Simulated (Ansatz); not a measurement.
# V: the cost of one run

Method: DFT PBE, scalar-relativistic, plane waves, PAW, in Ansatz 0.2.0.

1 further run of the same task is left out (set aside as unsound or not needed).

### Step 1. Starting point

It takes space group Cmce (No. 64, orthorhombic). Conventional cell: a = 4.573 Å, b = 7.741 Å, c = 4.589 Å, α = 90.00°, β = 90.00°, γ = 90.00°. Around Ga (site symmetry m) lie 7 Ga at 2.54 to 2.81 Å.

Coordinates:

```
CELL_PARAMETERS angstrom
2.28651 -3.87036 0.00000
2.28651 3.87036 0.00000
0.00000 0.00000 4.58925
ATOMIC_POSITIONS crystal
Ga 0.65629 0.34371 0.41748
Ga 0.84371 0.15629 0.91748
Ga 0.34371 0.65629 0.58252
Ga 0.15629 0.84371 0.08252
```

It goes back to an entry of the Materials Project, which need not be the stable form.

It is the result of an earlier relaxation at this level (volume 20.31 Å³/atom; gap on the mesh: none (metal)).

### Step 2. Swap Ga → V

The start of V: fractional positions of relaxed Ga, cell scaled by 1.165, a guess from tabulated radii. Atoms that may carry a moment start with parallel spins.

### Step 3. A first look at the start (V)

input.yaml

```yaml
crystal:
  lattice:
    - [2.6647449099, -4.5105916128, 0.0]
    - [2.6647449099, 4.5105916128, 0.0]
    - [0.0, 0.0, 5.3484018794]
  atoms:
    - { symbol: V, position: [0.6562923084, 0.3437076916, 0.4174800566], spin: 2.0 }
    - { symbol: V, position: [0.8437076916, 0.1562923084, 0.9174800566], spin: 2.0 }
    - { symbol: V, position: [0.3437076916, 0.6562923084, 0.5825199434], spin: 2.0 }
    - { symbol: V, position: [0.1562923084, 0.8437076916, 0.0825199434], spin: 2.0 }
basis:
  ecutwfc: 420
kpoints:
  mp_grid: { grid: [4, 4, 4] }
hamiltonian:
  xc: pbe
scf:
  occupations: { method: gaussian, width: 0.1 }
  lower_state_search: "off"
output:
  forces: true
  stress: true
  eigenvalues: true
  populations: true
magnetization:
  spin_polarized: true
```

Started as:

```
$ ansatz run input.yaml --threads 1 --pin off --max-ram 2560MiB --backend cpu --events-out ev --progress --plain --runs-dir out
```

Q: Estimate wall time and peak memory on 1 thread of Intel Xeon 6975P-C (Granite Rapids), shared host.

About 14 s, with a peak of 0.53 GiB.
